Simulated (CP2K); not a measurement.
Runs of CP2K 2026.2 on Ir. It takes space group Fm-3m (No. 225, cubic). The conventional cell has a = 3.831 Å, b = 3.831 Å, c = 3.831 Å, α = 90.00°, β = 90.00°, γ = 90.00°. Ir (site symmetry m-3m) is surrounded by 12 Ir at 2.71 Å. 

```csv
level,potentials or basis,basis sets,potentials,CUTOFF of the grids,cutoff of the non-local correlation (Ry),gap on the mesh (eV),pressure (GPa)
PBE,POTENTIAL_UZH Ir GTH-SCAN-q17; DZVP-MOLOPT-SR-GTH basis,Ir DZVP-MOLOPT-SR-GTH-q17,Ir GTH-SCAN-q17 of POTENTIAL_UZH,450 Ry,-,none,8.6
LDA,POTENTIAL_UZH Ir GTH-PBE-q17; TZVP-MOLOPT-PBE-GTH basis,Ir TZVP-MOLOPT-PBE-GTH-q17,Ir GTH-PBE-q17 of POTENTIAL_UZH,675 Ry,-,none,(b)
vdW-DF-cx,POTENTIAL_UZH Ir GTH-PBE-q17; TZVP-MOLOPT-PBE-GTH basis,Ir TZVP-MOLOPT-PBE-GTH-q17,Ir GTH-PBE-q17 of POTENTIAL_UZH,675 Ry,300,none,0.9
r2SCAN,POTENTIAL_UZH Ir GTH-PBE-q17; TZVP-MOLOPT-PBE-GTH basis,Ir TZVP-MOLOPT-PBE-GTH-q17,Ir GTH-PBE-q17 of POTENTIAL_UZH,675 Ry,-,none,(a)
PBE,GTH_POTENTIALS Ir GTH-PBE-q17; DZVP-MOLOPT-SR-GTH basis,Ir DZVP-MOLOPT-SR-GTH-q17,Ir GTH-PBE-q17 of GTH_POTENTIALS,450 Ry,-,none,9.0
PBE,POTENTIAL_UZH Ir GTH-PBE0-q17; DZVP-MOLOPT-SR-GTH basis,Ir DZVP-MOLOPT-SR-GTH-q17,Ir GTH-PBE0-q17 of POTENTIAL_UZH,450 Ry,-,none,11.4
PBEsol,POTENTIAL_UZH Ir GTH-PBE-q17; TZVP-MOLOPT-PBE-GTH basis,Ir TZVP-MOLOPT-PBE-GTH-q17,Ir GTH-PBE-q17 of POTENTIAL_UZH,675 Ry,-,none,-1.7
```

Alike in all rows: task band structure; no spin polarisation; cell as given; k mesh 12 × 12 × 12; smearing fermi-dirac 0.05 eV.

Fill in the values left out.

(a) 2.6; (b) -6.2.

Caveats: spin-orbit coupling is left out, which moves the levels of the heavy elements; the basis of atomic orbitals isn't converged, which shifts pressures, moduli and gaps; the potentials were made for another functional, which shifts forces and pressure (some runs).

A k mesh can miss the band edges, and the runs leave out spin-orbit coupling on Ir.

A gap of «none» marks a metal or a gap under the smearing width.
